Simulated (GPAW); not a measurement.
# GaN (P6_3mc) in GPAW: a series of runs

One crystal, GaN, is run at these levels: PBE, PBEsol, PBE+D3(BJ); tasks: single point, electron localisation function, relaxation of cell and atoms.

Program: GPAW 26.7.0. These are calculated values, not measurements. Logs are shortened: lines on timing, memory, paths and dates and some standing lists are left out, and cuts for length are marked. The log counts tension as positive stress, the text compression.

**The experiment to reproduce.**

“Studying electronic properties in GaN without electrical contacts using γ-γ vs e−-γ Perturbed Angular Correlations”, 2019, pmc:6823545 quotes, for a bulk crystal of GaN: band gap 3.503 ± 0.005 eV (direct).

How close the calculation comes is told below.

### 1 Starting point

The structure is hexagonal, space group P6_3mc (No. 186). Conventional cell: a = 3.180 Å, b = 3.180 Å, c = 5.166 Å, α = 90.00°, β = 90.00°, γ = 120.00°. Ga (site symmetry 3m) is surrounded by 4 N at 1.94 to 1.95 Å. N (site symmetry 3m) has 4 Ga at 1.94 to 1.95 Å as nearest neighbours.

### 2 Single point, PBE

File run.py:

```python
from ase.io import read
from gpaw import PW
from gpaw.dft import DFT

atoms = read('POSCAR')

dft = DFT(atoms,
          mode=PW(800),
          xc='PBE',
          kpts={'size': (10, 10, 5), 'gamma': True},
          occupations={'name': 'fermi-dirac', 'width': 0.05},
          nbands=18,
          convergence={'density': 1e-05, 'energy': 1e-05},
          maxiter=150,
          txt='gpaw.txt')
print(f'Energy: {dft.calculate_energy():.6f} eV')
print('Forces (eV/A):')
print(dft.calculate_forces().round(4))
print('Stress (eV/A^3):', dft.calculate_stress().round(6))
dft.write_gpw_file('gs.gpw')
```

File POSCAR:

```
GaN
1.0
    3.1800000000      0.0000000000      0.0000000000
   -1.5900000000      2.7539607840      0.0000000000
    0.0000000000      0.0000000000      5.1660000000
Ga N
2 2
Direct
    0.6666666667      0.3333333333      0.5000000000
    0.3333333333      0.6666666667      0.0000000000
    0.6666666667      0.3333333333      0.8750000000
    0.3333333333      0.6666666667      0.3750000000
```

Potentials or basis: GPAW PAW data sets (gpaw-data 1.2.1), pw.

Started as:

```
> OMP_NUM_THREADS=1 python run.py
```

gpaw.txt:

```text
Diagonalizing LCAO Hamiltonian
Converting LCAO to pw mode

           N

           Ga
        N

        Ga

Atoms  # Å, Bohr magnetons
|   | symbol |         x |        y |        z |    initial magnetic moments |
|---|--------|-----------|----------|----------|-----------------------------|
| 0 |     Ga |  1.590000 | 0.917987 | 2.583000 | ( 0.0000,  0.0000,  0.0000) |
| 1 |     Ga | -0.000000 | 1.835974 | 0.000000 | ( 0.0000,  0.0000,  0.0000) |
| 2 |      N |  1.590000 | 0.917987 | 4.520250 | ( 0.0000,  0.0000,  0.0000) |
| 3 |      N | -0.000000 | 1.835974 | 1.937250 | ( 0.0000,  0.0000,  0.0000) |

Unit cell  # Å
| periodic |         x |        y |        z |  lengths |     angles |
|----------|-----------|----------|----------|----------|------------|
|      yes |  3.180000 | 0.000000 | 0.000000 | 3.180000 |  90.000000 |
|      yes | -1.590000 | 2.753961 | 0.000000 | 3.180000 |  90.000000 |
|      yes |  0.000000 | 0.000000 | 5.166000 | 5.166000 | 120.000000 |

Number of symmetries: 6
Symmetry operations  # r_c * U_cc + t_c -> r_c
|   | kind |            matrix            |
|---|------|------------------------------|
| 0 |  σ   |  1, 1, 0,  0,-1, 0,  0, 0, 1 |
| 1 |  E   |  1, 0, 0,  0, 1, 0,  0, 0, 1 |
| 2 |  C3  |  0, 1, 0, -1,-1, 0,  0, 0, 1 |
| 3 |  σ   |  0,-1, 0, -1, 0, 0,  0, 0, 1 |
| 4 |  σ   | -1, 0, 0,  1, 1, 0,  0, 0, 1 |
| 5 |  C3  | -1,-1, 0,  1, 0, 0,  0, 0, 1 |

BZ-sampling:
  Number of BZ points: 500
  Number of IBZ points: 58

  Monkhorst-Pack size: [10, 10, 5]
  Monkhorst-Pack shift: [0.05, 0.05, 0.0]

K-points  # in reciprocal-cell coordinates
|     |                                coordinates |     weight |
|-----|--------------------------------------------|------------|
|   0 | (  0.00000000,   0.00000000,   0.00000000) | 0.00200000 |
|   1 | (  0.00000000,   0.00000000,   0.20000000) | 0.00400000 |
|   2 | (  0.00000000,   0.00000000,   0.40000000) | 0.00400000 |
|   3 | (  0.10000000,   0.00000000,  -0.40000000) | 0.01200000 |
|   4 | (  0.10000000,   0.00000000,  -0.20000000) | 0.01200000 |
|   5 | (  0.10000000,   0.00000000,   0.00000000) | 0.01200000 |
|   6 | (  0.10000000,   0.00000000,   0.20000000) | 0.01200000 |
|   7 | (  0.10000000,   0.00000000,   0.40000000) | 0.01200000 |
|   8 | (  0.20000000,  -0.10000000,   0.00000000) | 0.01200000 |
|   9 | (  0.20000000,  -0.10000000,   0.20000000) | 0.02400000 |
| ... |                                            |            |
|  57 | (  0.50000000,   0.50000000,   0.40000000) | 0.01200000 |

Plane wave coefficients: 2352
Cutoff: 800.0 eV

Spin-components: 1 (collinear spins)
Bands:           18
Projectors:      20
Spin-degeneracy: 2
Datatype:        complex128

Density:
  Valence electrons: 16.0
  Components: 1
  Grid points: [21 21 35]
  Charge: 0.0  # |e|

Potential:
  Grid points: [21 21 35]

species:
  Ga:
    name:    Gallium
    Z:       31.0
    valence: 3
    core:    28
    charge:  0.0  # [|e|]
    compensation charges:
      type: gauss
      rc: 0.37  # [Å]
      lmax: 2
    cutoffs:
      filter: 2.06  # [Å]
      core: 4.17  # [Å]
    projectors
    | kind |    occ | energy [eV] | rcut [Å] |
    |------|--------|-------------|----------|
    |   4s |  2.000 |      -8.945 |    1.164 |
    |   4p |  1.000 |      -2.580 |    1.164 |
    |    s |        |      18.266 |    1.164 |
    |    p |        |      24.631 |    1.164 |
    |    d |        |       0.000 |    1.164 |

    Using partial waves for Ga as LCAO basis

  N:
    name:    Nitrogen
    Z:       7.0
    valence: 5
    core:    2
    charge:  0.0  # [|e|]
    compensation charges:
      type: gauss
      rc: 0.18  # [Å]
      lmax: 2
    cutoffs:
      filter: 1.11  # [Å]
      core: 0.96  # [Å]
    projectors
    | kind |    occ | energy [eV] | rcut [Å] |
    |------|--------|-------------|----------|
    |   2s |  2.000 |     -18.583 |    0.603 |
    |   2p |  3.000 |      -7.089 |    0.529 |
    |    s |        |       8.629 |    0.603 |
    |    p |        |      20.123 |    0.529 |
    |    d |        |       0.000 |    0.577 |

    Using partial waves for N as LCAO basis

Reference energy: -108732.786066  # eV

eigensolver:
  PPCG
  Converge bands: occupied
  niter=2

density mixing:
  MSR1-Mixer
  Pratt-step length: 0.05
  Maximum mixing coefficient: 0.75
  Old densities: 10
  SVD Regularization: 0.005
  Good broyden scale: 1.0
  Trust region scale: 1.0
  Backstep threshold: 4.0
  History deletion threshold: 6.0
  Fourier metric: weight=20.0, sigma=0.015

occupation numbers:
  Fermi-Dirac:
    width: 0.0500  # eV

poisson solver:
  ecut: 6400.0  # eV

xc functional:
[... 9 lines left out ...]
|iter     | |      energy | eigst |  dens |
|---------|-|-------------|-------|-------|
|iter:   1| |  -27.818423 | -0.16 |       |
|iter:   2| |  -26.828824 | -1.84 | -0.56 |
|iter:   3| |  -24.143345 | -0.52 | -0.62 |
|iter:   4| |  -24.142456 | -2.89 | -1.29 |
|iter:   5| |  -24.144211 | -3.46 | -1.56 |
|iter:   6| |  -24.144232 | -5.45 | -2.88 |
|iter:   7| |  -24.144251c| -6.17 | -3.20 |
|iter:   8| |  -24.144251c| -7.33 | -4.12 |
|iter:   9| |  -24.144251c| -7.59c| -4.45 |
|iter:  10| |  -24.144251c| -8.09c| -4.96 |
|iter:  11| |  -24.144251c| -9.28c| -5.82c|
SCF steps: 11
Energy contributions relative to reference atoms: (reference = -108732.786066)

Energy contributions:
  Kinetic:          71.709286
  Coulomb:         -62.867383
  Zero:              0.306042
  External:          0.000000
  Xc:              -33.292195
  Entropy:          -0.000000
  Spinorbit:         0.000000
  ----------------------------
  Free energy:     -24.144251
  Extrapolated:    -24.144251

Forces  # eV/Ang
|       x |       y |        z |
|---------|---------|----------|
| 0.00000 | 0.00000 | -0.18140 |  # Ga   0
| 0.00000 | 0.00000 | -0.18137 |  # Ga   1
| 0.00000 | 0.00000 |  0.18133 |  # N    2
| 0.00000 | 0.00000 |  0.18043 |  # N    3

Stress tensor  # eV/Ang^3
|         x |         y |         z |
|-----------|-----------|-----------|
| -0.090705 |  0.000000 |  0.000000 |
| -0.000000 | -0.090705 |  0.000000 |
|  0.000000 |  0.000000 | -0.104699 |

Writing to gs.gpw (mode='')

  __  _  _
 | _ |_)|_||  |
 |__||  | ||/\| - 26.7.0

Input parameters:
  mode=PW(ecut=800.0),
  convergence={'density': 1e-05, 'energy': 1e-05},
  kpts=MonkhorstPack(size=(10, 10, 5), gamma=True),
  maxiter=150,
  nbands=18,
  occupations=Occupations(name='fermi-dirac', width=0.05),
  xc=XC(name='PBE')
# Writing to gs.gpw (mode='')
```

Wall time 48 s (1 thread of AMD EPYC 7R13 (Zen 3), shared host); peak memory 0.21 GiB.

What came out:

| Property | Result |
| --- | --- |
| Free energy | -24.1443 eV |
| Pressure | 15.3 GPa |
| Largest force | 0.181 eV/Å |
| Band gap on the k mesh | 2.09 eV, direct |

Forces on the atoms (eV/Å):
```
Ga   0.000  0.000 -0.181
Ga   0.000  0.000 -0.181
N    0.000  0.000  0.181
N    0.000  0.000  0.180
```

Stress tensor (GPa, compression positive):
```
14.53  0.00  0.00
 0.00 14.53  0.00
 0.00  0.00 16.77
```

Caveat: the data sets keep Ga 3d, Li 1s and Be 1s frozen, and some such compounds lay over 1.5 % in volume off other programs; so large a pressure means that the cell lies far from this level's equilibrium, or that cutoff or potentials fall short.

### 3 Electron localisation function, PBEsol

File run.py:

```python
from ase.dft.bandgap import bandgap
from ase.io import read, write
from ase.units import Bohr, GPa
from gpaw import GPAW, PW, setup_paths
from gpaw.elf import elf_from_dft_calculation

setup_paths.insert(0, '.')

atoms = read('GaN.xyz')

calc = GPAW(mode=PW(680),
            xc='PBEsol',
            kpts={'size': (6, 6, 3), 'gamma': True},
            occupations={'name': 'fermi-dirac', 'width': 0.01},
            nbands=18,
            convergence={'density': 1e-05, 'energy': 1e-05},
            maxiter=150,
            txt='gpaw.txt')
atoms.calc = calc
energy = atoms.get_potential_energy()
forces = atoms.get_forces()
stress = atoms.get_stress()
calc.write('gs.gpw')
write('result.traj', atoms)
print(f'Energy: {energy:.6f} eV')
print('Forces (eV/A):')
print(forces.round(4))
print('Stress (GPa):', (stress / GPa).round(3))
print('Fermi level:', round(calc.get_fermi_level(), 4), 'eV')
print(f'Gap: {bandgap(calc)[0]:.4f} eV, direct: {bandgap(calc, direct=True)[0]:.4f} eV')

# fields on the real-space grid
write('density.cube', atoms, data=calc.get_pseudo_density() * Bohr**3)
write('potential.cube', atoms, data=calc.get_electrostatic_potential())
write('elf.cube', atoms, data=elf_from_dft_calculation(calc).data)
```

File GaN.xyz:

```xyz
4
Lattice="3.1800000000 0.0000000000 0.0000000000 -1.5900000000 2.7539607840 0.0000000000 0.0000000000 0.0000000000 5.1660000000" Properties=species:S:1:pos:R:3 pbc="T T T"
Ga     1.5900000002      0.9179869279      2.5830000000
Ga    -0.0000000002      1.8359738561      0.0000000000
N      1.5900000002      0.9179869279      4.5202500000
N     -0.0000000002      1.8359738561      1.9372500000
```

Potentials or basis: PAW data sets generated in the run's folder for this functional, pw.

Started as:

```
> gpaw-setup -f PBEsol Ga N
> OMP_NUM_THREADS=1 python run.py
```

gpaw.txt:

```text
__  _  _
 | _ |_)|_||  |
 |__||  | ||/\| - 26.7.0

Input parameters:
  mode=PW(ecut=680.0),
  convergence={'density': 1e-05, 'energy': 1e-05},
  kpts=MonkhorstPack(size=(6, 6, 3), gamma=True),
  maxiter=150,
  nbands=18,
  occupations=Occupations(name='fermi-dirac', width=0.01),
  xc=XC(name='PBEsol')

Diagonalizing LCAO Hamiltonian
Converting LCAO to pw mode

           N

           Ga
        N

        Ga

Atoms  # Å, Bohr magnetons
|   | symbol |         x |        y |        z |    initial magnetic moments |
|---|--------|-----------|----------|----------|-----------------------------|
| 0 |     Ga |  1.590000 | 0.917987 | 2.583000 | ( 0.0000,  0.0000,  0.0000) |
| 1 |     Ga | -0.000000 | 1.835974 | 0.000000 | ( 0.0000,  0.0000,  0.0000) |
| 2 |      N |  1.590000 | 0.917987 | 4.520250 | ( 0.0000,  0.0000,  0.0000) |
| 3 |      N | -0.000000 | 1.835974 | 1.937250 | ( 0.0000,  0.0000,  0.0000) |

Unit cell  # Å
| periodic |         x |        y |        z |  lengths |     angles |
|----------|-----------|----------|----------|----------|------------|
|      yes |  3.180000 | 0.000000 | 0.000000 | 3.180000 |  90.000000 |
|      yes | -1.590000 | 2.753961 | 0.000000 | 3.180000 |  90.000000 |
|      yes |  0.000000 | 0.000000 | 5.166000 | 5.166000 | 120.000000 |

Number of symmetries: 6
Symmetry operations  # r_c * U_cc + t_c -> r_c
|   | kind |            matrix            |
|---|------|------------------------------|
| 0 |  σ   |  1, 1, 0,  0,-1, 0,  0, 0, 1 |
| 1 |  E   |  1, 0, 0,  0, 1, 0,  0, 0, 1 |
| 2 |  C3  |  0, 1, 0, -1,-1, 0,  0, 0, 1 |
| 3 |  σ   |  0,-1, 0, -1, 0, 0,  0, 0, 1 |
[... 135 lines left out ...]
|---------|-|-------------|-------|-------|
|iter:   1| |  -29.339959 | -0.26 |       |
|iter:   2| |  -28.431333 | -1.88 | -0.58 |
|iter:   3| |  -25.939555 | -0.56 | -0.64 |
|iter:   4| |  -25.930108 | -2.92 | -1.31 |
|iter:   5| |  -25.927979 | -3.49 | -1.59 |
|iter:   6| |  -25.927989 | -5.50 | -2.91 |
|iter:   7| |  -25.928004c| -6.16 | -3.24 |
|iter:   8| |  -25.928002c| -6.93 | -3.89 |
|iter:   9| |  -25.928002c| -7.51c| -4.39 |
|iter:  10| |  -25.928002c| -8.18c| -4.92 |
|iter:  11| |  -25.928002c| -9.27c| -5.78c|

Converged in 11 steps
Energy contributions relative to reference atoms: (reference = -108640.810967)

Energy contributions:
  Kinetic:          69.816221
  Coulomb:         -61.287230
  Zero:              0.191245
  External:          0.000000
  Xc:              -34.648239
  Entropy:          -0.000000
  Spinorbit:         0.000000
  ----------------------------
  Free energy:     -25.928002
  Extrapolated:    -25.928002

dipole moment: (-0.000023, -0.000040, -11.576375)  # |e|*Ang

Fermi level: 6.773
Eigenvalues  # (at kpt = [0.000, 0.000, 0.000])
| band index |      eig [eV] | occ [0-2] |
|------------|---------------|-----------|
|          0 |        -9.572 |     2.000 |
|          1 |        -7.145 |     2.000 |
|          2 |        -0.746 |     2.000 |
|          3 |         5.358 |     2.000 |
|          4 |         5.358 |     2.000 |
|          5 |         6.365 |     2.000 |
[... 8 lines left out ...]
|         14 |        18.185 |     0.000 |
|         15 |        18.185 |     0.000 |
|        ... |               |           |
|         17 |        21.594 |     0.000 |

Gap: 2.025 eV
Transition (v -> c):
  (s=0, k=0, n=7, [0.00, 0.00, 0.00]) -> (s=0, k=0, n=8, [0.00, 0.00, 0.00])
No difference between direct/indirect transitions

Forces  # eV/Ang
|        x |        y |        z |
|----------|----------|----------|
| -0.00000 |  0.00000 | -0.17655 |  # Ga   0
| -0.00000 |  0.00000 | -0.17654 |  # Ga   1
| -0.00000 | -0.00000 |  0.17598 |  # N    2
|  0.00000 |  0.00000 |  0.17598 |  # N    3

Stress tensor  # eV/Ang^3
|         x |         y |         z |
|-----------|-----------|-----------|
| -0.040741 | -0.000000 |  0.000000 |
| -0.000000 | -0.040741 |  0.000000 |
|  0.000000 |  0.000000 | -0.054259 |

# Writing to gs.gpw (mode='')
```

Run time: 9.9 s. Hardware: 1 thread of Intel Xeon 6975P-C (Granite Rapids), shared host; peak memory 0.15 GiB.

What came out:

* Free energy: -25.9280 eV
* Pressure: 7.2 GPa
* Largest force: 0.177 eV/Å
* Band gap on the k mesh: 2.03 eV, direct

Forces in eV/Å, atoms in the order of the input:
```
Ga   0.000  0.000 -0.177
Ga   0.000  0.000 -0.177
N    0.000  0.000  0.176
N    0.000  0.000  0.176
```

Caveat: the k mesh is coarse; the cutoff is short for stress and forces, so pressures can be off by a GPa or more; the data sets keep Ga 3d, Li 1s and Be 1s frozen, and some such compounds lay over 1.5 % in volume off other programs.

### 4 Relaxation of cell and atoms, PBE+D3(BJ)

File run.py:

```python
from ase.calculators.mixing import SumCalculator
from ase.filters import FrechetCellFilter
from ase.io import read, write
from ase.optimize import BFGS
from dftd3.ase import DFTD3
from gpaw import GPAW, PW

atoms = read('GaN.xyz')

calc = GPAW(mode=PW(800),
            xc='PBE',
            kpts={'size': (7, 7, 4), 'gamma': True},
            occupations={'name': 'fermi-dirac', 'width': 0.05},
            nbands=18,
            convergence={'density': 1e-05, 'energy': 1e-05},
            maxiter=150,
            txt='gpaw.txt')
atoms.calc = SumCalculator([calc, DFTD3(method='pbe', damping='d3bj')])
opt = BFGS(FrechetCellFilter(atoms), trajectory='relax.traj', logfile='-')
done = opt.run(fmax=0.02, steps=40)
calc.write('gs.gpw')
write('result.traj', atoms)
print('Converged:', done)
print('Cell:', atoms.cell.cellpar().round(4))
print('Volume:', round(atoms.get_volume(), 4))
print(atoms.get_scaled_positions().round(5))
```

GaN.xyz is that of step 3.

Potentials or basis: GPAW PAW data sets (gpaw-data 1.2.1), pw.

Started as:

```
> OMP_NUM_THREADS=1 python run.py
```

It took 2 min on 1 thread of Arm Neoverse V1, shared host; peak memory 0.28 GiB.

The run converged. Its results:

* Free energy: -25.2635 eV
* Relaxed volume: 11.92 Å³/atom
* Relaxed cell: a = 3.235 Å, b = 3.235 Å, c = 5.262 Å, α = 90.00°, β = 90.00°, γ = 120.00°
* Space group after relaxing (to 0.05 Å): P6_3mc (No. 186)
* Energy gained by relaxing: 23.6 meV/atom
* Ionic steps: 6
* Pressure after relaxing: -0.1 GPa
* Largest force after relaxing: 0.004 eV/Å
* Band gap on the k mesh: 1.73 eV, direct
* Dispersion energy per atom: -0.243 eV

Forces on the atoms (eV/Å):
```
Ga   0.000  0.000  0.003
Ga   0.000  0.000  0.003
N    0.000  0.000 -0.004
N    0.000  0.000 -0.004
```

Step by step:
| step | energy change (eV) | largest force (eV/Å) | pressure (GPa) | volume (Å³) |
| --- | --- | --- | --- | --- |
| 1 | 0.0000 | 0.1806 | 11.49 | 45.24 |
| 2 | -0.0290 | 0.0836 | 9.39 | 45.64 |
| 3 | -0.0910 | 0.1196 | 1.25 | 47.38 |
| 4 | -0.0935 | 0.0839 | 0.27 | 47.61 |
| 5 | -0.0944 | 0.0290 | -0.10 | 47.70 |
| 6 | -0.0945 | 0.0038 | -0.06 | 47.69 |

Final structure:
```cif
data_structure
_symmetry_space_group_name_H-M 'P 1'
_symmetry_Int_Tables_number 1
_cell_length_a 3.2351
_cell_length_b 3.2351
_cell_length_c 5.2616
_cell_angle_alpha 90.000
_cell_angle_beta 90.000
_cell_angle_gamma 120.000
_cell_volume 47.69
loop_
_atom_site_label
_atom_site_type_symbol
_atom_site_fract_x
_atom_site_fract_y
_atom_site_fract_z
_atom_site_occupancy
Ga1 Ga 0.66667 0.33333 0.49899 1
Ga2 Ga 0.33333 0.66667 0.99899 1
N1 N 0.66667 0.33333 0.87601 1
N2 N 0.33333 0.66667 0.37600 1
```

Levels at points of the mesh, in eV from the valence-band top:
| k point | band 5 | band 6 | band 7 | band 8 | band 9 | band 10 | band 11 | band 12 |
| --- | --- | --- | --- | --- | --- | --- | --- | --- |
| (0.00, 0.00, 0.00) | -0.98 | -0.02 | 0.00 | 0.00 | 1.73 | 4.05 | 9.05 | 9.71 |
| (0.00, 0.00, 0.50) | -0.50 | -0.50 | -0.50 | -0.50 | 4.07 | 4.07 | 8.34 | 8.34 |

Caveat: the data sets keep Ga 3d, Li 1s and Be 1s frozen, and some such compounds lay over 1.5 % in volume off other programs; later steps reuse the first step's grids. Zero-point motion and thermal expansion aren't in these numbers.

### 5 The runs side by side

| task | level | potentials or basis | cell | k mesh | cutoff (eV) | smearing | optimizer | fmax | max steps | gap on the mesh (eV) | pressure (GPa) | largest force (eV/Å) |
| --- | --- | --- | --- | --- | --- | --- | --- | --- | --- | --- | --- | --- |
| single point | PBE | GPAW PAW data sets (gpaw-data 1.2.1), pw | as given | 10 × 10 × 5 | 800 | fermi-dirac 0.05 eV | - | - | - | 2.09 | 15.3 | 0.18 |
| electron localisation function | PBEsol | PAW data sets generated in the run's folder for this functional, pw | as given | 6 × 6 × 3 | 680 | fermi-dirac 0.01 eV | - | - | - | 2.03 | 7.2 | 0.18 |
| relaxation of cell and atoms | PBE+D3(BJ) | GPAW PAW data sets (gpaw-data 1.2.1), pw | relaxed | 7 × 7 × 4 | 800 | fermi-dirac 0.05 eV | BFGS | 0.02 eV/Å | 40 | 1.73 | -0.1 | - |

Alike in all rows: no spin polarisation.

Caveats: the data sets keep Ga 3d, Li 1s and Be 1s frozen, and some such compounds lay over 1.5 % in volume off other programs; so large a pressure means that the cell lies far from this level's equilibrium, or that cutoff or potentials fall short (some runs); the cutoff is short for stress and forces, so pressures can be off by a GPa or more (some runs); later steps reuse the first step's grids (some runs).

Absolute energies hang on the potentials; compare differences alone.

### 6 How close it comes

Step 2. Against the measured gap of GaN, 3.503 eV (direct; quoted in “Studying electronic properties in GaN without electrical contacts using γ-γ vs e−-γ Perturbed Angular Correlations”, 2019, pmc:6823545), the calculated 2.09 eV is off by -1.42 eV. Spin-orbit coupling on Ga is left out. The value is that of PBE, without temperature or zero-point motion. Semilocal functionals fall short of measured gaps as a rule.

Step 3. Against the measured gap of GaN, 3.503 eV (direct; quoted in “Studying electronic properties in GaN without electrical contacts using γ-γ vs e−-γ Perturbed Angular Correlations”, 2019, pmc:6823545), the calculated 2.03 eV is off by -1.48 eV. Spin-orbit coupling on Ga is left out. The value is that of PBEsol, without temperature or zero-point motion. Semilocal functionals fall short of measured gaps as a rule.
